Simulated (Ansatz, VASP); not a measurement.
Given: the input of a run of VASP 6.6.1 on CsSnI3.

The input INCAR:

```
PREC = Accurate
ENCUT = 600
EDIFF = 1E-7
ISMEAR = -1
SIGMA = 0.05
LREAL = F
LASPH = T
NELM = 100
ALGO = Normal
ISIF = 3
LWAVE = F
LCHARG = F
GGA = PE
IBRION = 2
NSW = 40
EDIFFG = -0.01
```

File KPOINTS:

```
regular mesh
0
Gamma
  4 4 4
```

The input POSCAR:

```
CsSnI3
1.0
    6.2057000000      0.0000000000      0.0000000000
    0.0000000000      6.2057000000      0.0000000000
    0.0000000000      0.0000000000      6.2057000000
Cs I Sn
1 3 1
Direct
    0.0000000000      0.0000000000      0.0000000000
    0.5000000000      0.5000000000      0.0000000000
    0.5000000000      0.0000000000      0.5000000000
    0.0000000000      0.5000000000      0.5000000000
    0.5000000000      0.5000000000      0.5000000000
```

Potentials or basis: VASP PAW PBE potentials, release 64 (Cs_sv, I, Sn_d).

Launch:

```sh
$ cat potpaw_PBE.64/Cs_sv/POTCAR potpaw_PBE.64/I/POTCAR potpaw_PBE.64/Sn_d/POTCAR > POTCAR
$ mpirun -np 1 vasp_std > vasp.out
```

Task: Set up the same calculation for Ansatz 0.2.0. Potentials there: Ansatz PAW.

Result: As run (the cutoff follows the program's own potentials):

The input input.yaml:

```yaml
crystal:
  lattice:
    - [6.2057, 0.0, 0.0]
    - [0.0, 6.2057, 0.0]
    - [0.0, 0.0, 6.2057]
  atoms:
    - { symbol: Cs, position: [0.0, 0.0, 0.0] }
    - { symbol: I, position: [0.5, 0.5, 0.0] }
    - { symbol: I, position: [0.5, 0.0, 0.5] }
    - { symbol: I, position: [0.0, 0.5, 0.5] }
    - { symbol: Sn, position: [0.5, 0.5, 0.5] }
hamiltonian:
  xc: pbe
  pseudopotentials: { kind: paw }
kpoints:
  mp_grid: { grid: [4, 4, 4] }
scf:
  occupations: { method: fermi_dirac, width: 0.05 }
output:
  forces: true
  stress: true
  eigenvalues: true
relax:
  f_tol: 0.01
  max_steps: 40
  cell: { stress_tol: 0.05 }
```

Potentials or basis: Ansatz PAW.

The run is started by

```sh
$ ansatz run input.yaml --threads 2 --pin off --max-ram 5632MiB --backend cpu --events-out ev --progress --plain --runs-dir out
```

Both were run:

|  | VASP | Ansatz | Ansatz less VASP |
| --- | --- | --- | --- |
| gap on the k mesh at the Fermi level, each at its own relaxed structure (eV) | 0.50 | 0.50 | -0.004 |
| relaxed volume (Å³/atom) | 50.12 | 50.01 | -0.108 |
| relaxed cell length with the largest relative difference (Å) | 6.305 | 6.300 | -0.0045 |
| energy change over the relaxation (meV/atom) | -6 | -6 | 0.0 |

The two sets of potentials don't hold the same shells in valence.

Caveats: spin-orbit coupling is left out, which moves the levels of the heavy elements; the plane-wave basis is chosen anew once the cell has moved, so the energies of steps on either side of that aren't comparable (Ansatz). PBE usually gives volumes a little too large and moduli too small. A k mesh can miss the band edges.
